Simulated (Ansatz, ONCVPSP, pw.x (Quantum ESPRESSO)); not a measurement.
# pw.x on bcc La: one setting changed

Potential: optimised norm-conserving Vanderbilt (ONCV), ONCVPSP 4.0.1.1 (patched build), PBE; core [Kr] 4d10, reference 5s2 5p6 5d1 6s2; waves: 5s+6s: rc 2.55 bohr, ncon 5, nbas 10, qcut 5.9 1/bohr, 2 projectors; 5p: rc 2.35 bohr, ncon 4, nbas 8, qcut 5.3 1/bohr, 3 projectors, debl 2.5 Ha; 5d: rc 2.85 bohr, ncon 4, nbas 7, qcut 3.5 1/bohr, 2 projectors, debl 0.4 Ha; f scattering state at 0.36 Ha: rc 2.25 bohr, ncon 4, nbas 7, qcut 4.8 1/bohr, 2 projectors, debl 3.2 Ha; local part: polynomial inside 2.22 bohr (lpopt 5, dvloc0 0 Ha); core correction: Teter function, fcfact 2, rcfact 1.35. In the f channel the program set the typed energies aside and used -0.160, 3.040 Ha.

The reference run (k-mesh 11³, cutoffs 50/200 Ry, Fermi–Dirac 0.01 Ry, mixing_beta 0.4, conv_thr 1e-9, no spin) gives 0.43 GPa at 37.811 Å³/atom, where all-electron LAPW gives 0.21 GPa. This run, with its own iteration cap, changes degauss to 0.005.

```
&control
  calculation='scf', prefix='x', pseudo_dir='./', outdir='./tmp', tstress=.true., disk_io='none'
/
&system
  ibrav=0, nat=1, ntyp=1, ecutwfc=50, ecutrho=200, nbnd=13,
  occupations='smearing', smearing='fd', degauss=0.005
/
&electrons
  conv_thr=1e-09, mixing_beta=0.4, electron_maxstep=50
/
ATOMIC_SPECIES
La 1.0 La.UPF
CELL_PARAMETERS angstrom
  -2.11439468 2.11439468 2.11439468
  2.11439468 -2.11439468 2.11439468
  2.11439468 2.11439468 -2.11439468
ATOMIC_POSITIONS crystal
La 0.0000 0.0000 0.0000
K_POINTS automatic
11 11 11 0 0 0
```

```bash
pw.x < La.scf.in > La.scf.out
```

**Question.** How does the run end?

**Answer.** It converges in 7 iterations; the free energy moves by +58.9 meV/atom and the pressure by -0.10 GPa. In a metal, with Fermi–Dirac smearing, F lies below its zero-width value by a term in the square of the width.

```
Message from routine setup:
     using ibrav=0 with symmetry is DISCOURAGED, use correct ibrav instead
     lattice parameter (alat)  =       6.9206  a.u.
     unit-cell volume          =     255.1613 (a.u.)^3
     number of electrons       =        11.00
     number of Kohn-Sham states=           13
     kinetic-energy cutoff     =      50.0000  Ry
     charge density cutoff     =     200.0000  Ry
     scf convergence threshold =      1.0E-09
     Exchange-correlation= PBE
     number of k points=    56  Fermi-Dirac smearing, width (Ry)=  0.0050
     iteration #  1     ecut=    50.00 Ry     beta= 0.40
     c_bands:  1 eigenvalues not converged
     c_bands:  3 eigenvalues not converged
     c_bands:  4 eigenvalues not converged
     [... 18 repeated lines left out ...]
     total energy              =     -65.83464064 Ry
     estimated scf accuracy    <       0.00247947 Ry
     iteration #  2     ecut=    50.00 Ry     beta= 0.40
     [... 2 repeated lines left out ...]
     total energy              =     -65.83470102 Ry
     estimated scf accuracy    <       0.00039135 Ry
     iteration #  3     ecut=    50.00 Ry     beta= 0.40
     [... 22 repeated lines left out ...]
     total energy              =     -65.83481793 Ry
     estimated scf accuracy    <       0.00002687 Ry
     iteration #  4     ecut=    50.00 Ry     beta= 0.40
     [... 15 repeated lines left out ...]
     total energy              =     -65.83482082 Ry
     estimated scf accuracy    <       0.00000249 Ry
     iteration #  5     ecut=    50.00 Ry     beta= 0.40
     [... 3 repeated lines left out ...]
     total energy              =     -65.83482133 Ry
     estimated scf accuracy    <       0.00000006 Ry
     iteration #  6     ecut=    50.00 Ry     beta= 0.40
     total energy              =     -65.83482135 Ry
     estimated scf accuracy    <       0.00000001 Ry
     iteration #  7     ecut=    50.00 Ry     beta= 0.40
     [... 1 repeated lines left out ...]
     the Fermi energy is    10.9364 ev
!    total energy              =     -65.83482135 Ry
     estimated scf accuracy    <          6.2E-10 Ry
     smearing contrib. (-TS)   =      -0.00344885 Ry
     The total energy is F=E-TS. E is the sum of the following terms:
     one-electron contribution =      -6.70760848 Ry
     hartree contribution      =       7.51716150 Ry
     xc contribution           =     -11.53727562 Ry
     ewald contribution        =     -55.10364991 Ry
     convergence has been achieved in   7 iterations
          total   stress  (Ry/bohr**3)                   (kbar)     P=        3.30
     Message from routine punch:
     Nothing written, as per user request (disk_io='none')
```

The run took about 18 s on one core of a shared host (Intel(R) Xeon(R) Platinum 8175M CPU @ 2.50GHz, 96 threads, 755 GiB, load 38).
